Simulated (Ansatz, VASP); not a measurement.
**Two plane-wave programs on SiC**

INCAR

```
SYSTEM = SiC
  PREC = Accurate
  ENCUT = 600
  EDIFF = 1E-6
  ISMEAR = 0
  SIGMA = 0.1
  LREAL = .False.
  LASPH = .True.
  NELM = 100
  ALGO = Normal
  ISIF = 3
  LWAVE = .False.
  LCHARG = .False.
  GGA = PE
  IBRION = 2
  NSW = 100
  EDIFFG = -0.01
```

KPOINTS

```
Automatic mesh
0
Gamma
  14 14 14
  0 0 0
```

File POSCAR:

```
SiC
1.0
    1.9298663119     -4.8430248255      0.0000000000
    1.9298663119      4.8430248255      0.0000000000
    0.0000000000      0.0000000000      3.1606455552
Si C
2 2
Direct
    0.1770609295      0.8229390705      0.0000000000
    0.8229390705      0.1770609295      0.0000000000
    0.0709461016      0.9290538984      0.5000000000
    0.9290538984      0.0709461016      0.5000000000
```

Input for Ansatz:

```yaml
crystal:
  lattice:
    - [1.9298663119, -4.8430248255, 0.0]
    - [1.9298663119, 4.8430248255, 0.0]
    - [0.0, 0.0, 3.1606455552]
  atoms:
    - { symbol: Si, position: [0.1770609295, 0.8229390705, 0.0] }
    - { symbol: Si, position: [0.8229390705, 0.1770609295, 0.0] }
    - { symbol: C, position: [0.0709461016, 0.9290538984, 0.5] }
    - { symbol: C, position: [0.9290538984, 0.0709461016, 0.5] }
basis:
  ecutwfc: 420
kpoints:
  mp_grid: { grid: [14, 14, 14] }
hamiltonian:
  xc: pbe
scf:
  occupations: { method: gaussian, width: 0.1 }
output:
  forces: true
  stress: true
  eigenvalues: true
relax:
  adjacent_minimum: "off"
  f_tol: 0.01
  max_steps: 80
  cell: { stress_tol: 0.05 }
```

Alike in both runs: task relaxation of cell and atoms; functional PBE; k mesh 14 × 14 × 14; occupations gaussian, width 0.1 eV; no spin polarisation.

|  | VASP | Ansatz |
| --- | --- | --- |
| version | VASP 6.6.1 | Ansatz 0.2.0 |
| potentials or method | VASP PAW PBE potentials, release 64 (Si, C) | scalar-relativistic, plane waves, PAW |
| plane-wave cutoff (eV) | 600 | 420 |
| valence electrons in the cell | 16 | 16 |

|  | VASP | Ansatz | Ansatz less VASP |
| --- | --- | --- | --- |
| gap on the k mesh at the Fermi level, each at its own relaxed structure (eV) | none | none | - |
| relaxed volume (Å³/atom) | 14.76 | 14.80 | +0.034 |
| relaxed cell length with the largest relative difference (Å) | 5.210 | 5.212 | +0.0019 |

A gap of «none» marks a metal or a gap that the smearing closes.
